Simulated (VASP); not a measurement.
Set up this calculation in VASP 6.6.1, as the native input.

```
Task                   : relaxation of the atoms
Functional             : PBE
Potentials or basis    : VASP PAW PBE potentials, release 64 (Si, C)
Cutoff                 : 600 eV
k mesh                 : 10 × 10 × 10
Occupations            : gaussian, width 0.03 eV
Spin                   : no spin polarisation
Further INCAR settings : ALGO = Normal; EDIFF = 1e-07; IBRION = 2; EDIFFG = -0.01; NSW = 40
```

The structure of SiC (Moissanite 3C) lies in POSCAR:

```
SiC                                     
1.0
    0.0000000000      2.1445523864      2.1445523864
    2.1445523864      0.0000000000      2.1445523864
    2.1445523864      2.1445523864      0.0000000000
  Si              C             
     1     1
Direct
     0.0000000000000000    0.0000000000000000    0.0000000000000000
     0.2500000000000000    0.2500000000000000    0.2500000000000000
```

The cell isn't the ideal one: a relaxed cell with its volume scaled by 0.94.

One way to write it, as run:

INCAR

```
ALGO = Normal ; EDIFF = 1E-7
EDIFFG = -0.01 ; ENCUT = 600
GGA = PE ; IBRION = 2
ISIF = 2 ; ISMEAR = 0
LASPH = True ; LCHARG = False
LREAL = False ; LWAVE = False
NELM = 80 ; NSW = 40
PREC = Accurate ; SIGMA = 0.03
```

KPOINTS

```
k-points
0
Gamma
  10 10 10
```

Potentials or basis: VASP PAW PBE potentials, release 64 (Si, C).

Command:

```bash
$ cat potpaw_PBE.64/Si/POTCAR potpaw_PBE.64/C/POTCAR > POTCAR
$ mpirun -np 1 vasp_std > vasp.out
```

Results of the run:

* Pressure after relaxing: 14.8 GPa
* Band gap on the k mesh: 1.31 eV, indirect (least direct gap 4.59 eV)

Caveat: the relaxation stopped at its first step, so nothing moved.

Wall time 4.1 s on 1 thread of AMD EPYC 9R45 96-Core Processor (Zen 5), with other jobs on the host, peak memory 0.11 GiB.
